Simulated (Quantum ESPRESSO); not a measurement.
SnO2 (Cassiterite):

```
Sn O
1.0
     4.73800    0.00000    0.00000
     0.00000    4.73800    0.00000
     0.00000    0.00000    3.18650
Sn O
2 4
Cartesian
  2.3690 2.3690 1.5933
  0.0000 0.0000 0.0000
  3.8240 0.9140 1.5933
  3.2830 3.2830 0.0000
  0.9140 3.8240 1.5933
  1.4550 1.4550 0.0000
```

Base run:

- Program: Quantum ESPRESSO 7.5
- Functional: PBE
- Potentials or basis: SSSP 1.3 efficiency PBE
- Cutoff: 816 eV
- Density cutoff: 6531 eV
- k mesh: 6 × 6 × 8
- Occupations: fermi-dirac, width 0.05 eV
- Spin: no spin polarisation

Its results: band gap on the k mesh 1.27 eV, direct; pressure 11.6 GPa; largest force 0.285 eV/Å.

Problem. The run is repeated on the same cell with these changes: functional from PBE to LDA; potentials or basis from SSSP 1.3 efficiency PBE to GBRV 1.5 LDA; cutoff from 816 eV to 925 eV; density cutoff from 6531 eV to 7401 eV. What comes out?

Solution. Band gap on the k mesh 1.15 eV, direct; pressure -0.1 GPa; largest force 0.165 eV/Å.

Caveats: spin-orbit coupling is left out, which moves the levels of the heavy elements.

Not every run made on this cell is shown here.
